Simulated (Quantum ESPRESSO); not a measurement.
Crystal: PbS.

```xyz
4
Lattice="2.0800 -5.9913 0.0000 2.0800 5.9913 0.0000 0.0000 0.0000 4.2793" Properties=species:S:1:pos:R:3 pbc="T T T"
Pb    2.0800    4.4268    1.0698
Pb    2.0800   -4.4268    3.2095
S     2.0800    1.7399    1.0698
S     2.0800   -1.7399    3.2095
```

Measurements of this composition are mostly on another form, of space group No. 225.

* Program: Quantum ESPRESSO 7.5
* Task: relaxation of cell and atoms
* Functional: AM05
* Dispersion: D4
* Potentials or basis: PseudoDojo 0.4.1 SR PBE standard
* Cutoff: 762 eV
* Density cutoff: 3048 eV
* k mesh: 6 × 6 × 5
* Occupations: fermi-dirac, width 0.05 eV
* Spin: no spin polarisation

At the start: pressure -2.3 GPa; volume 26.66 Å³/atom.

Task: How do energy, volume and symmetry change on relaxing?

Result: Over 18 steps the energy falls by 14.2 meV/atom and the volume is 24.76 Å³/atom (-7.1 %); space group Cmcm (No. 63, to 0.05 Å).

The path:
```csv
step,energy change (eV),largest force (eV/Å),pressure (GPa),volume (Å³)
1,0.0000,0.0581,-2.26,106.65
2,-0.0060,0.0404,-2.07,106.23
3,-0.0345,0.2346,0.22,101.73
4,-0.0366,0.1901,-0.02,101.99
5,-0.0418,0.0744,-0.38,101.96
6,-0.0447,0.0105,-0.35,101.34
7,-0.0461,0.0315,-0.18,100.69
8,-0.0474,0.0384,-0.01,100.12
9,-0.0501,0.0354,0.26,99.18
10,-0.0532,0.0208,0.41,98.50
11,-0.0554,0.0184,0.28,98.54
12,-0.0559,0.0291,0.08,98.93
13,-0.0560,0.0262,0.01,99.06
14,-0.0561,0.0214,-0.05,99.16
15,-0.0563,0.0230,-0.12,99.27
16,-0.0565,0.0216,-0.16,99.31
17,-0.0567,0.0117,-0.12,99.21
18,-0.0568,0.0057,-0.04,99.05
```

Final structure:
```yaml
crystal:
  lattice:
    - [2.04045, -5.74309, 0.00000]
    - [2.04045, 5.74309, 0.00000]
    - [0.00000, 0.00000, 4.22636]
  atoms:
    - { symbol: Pb, position: [0.12650, 0.87350, 0.25000] }
    - { symbol: Pb, position: [0.87350, 0.12650, 0.75000] }
    - { symbol: S, position: [0.36056, 0.63944, 0.25000] }
    - { symbol: S, position: [0.63944, 0.36056, 0.75000] }
```

Caveat: the potentials were made for another functional, which shifts forces and pressure.
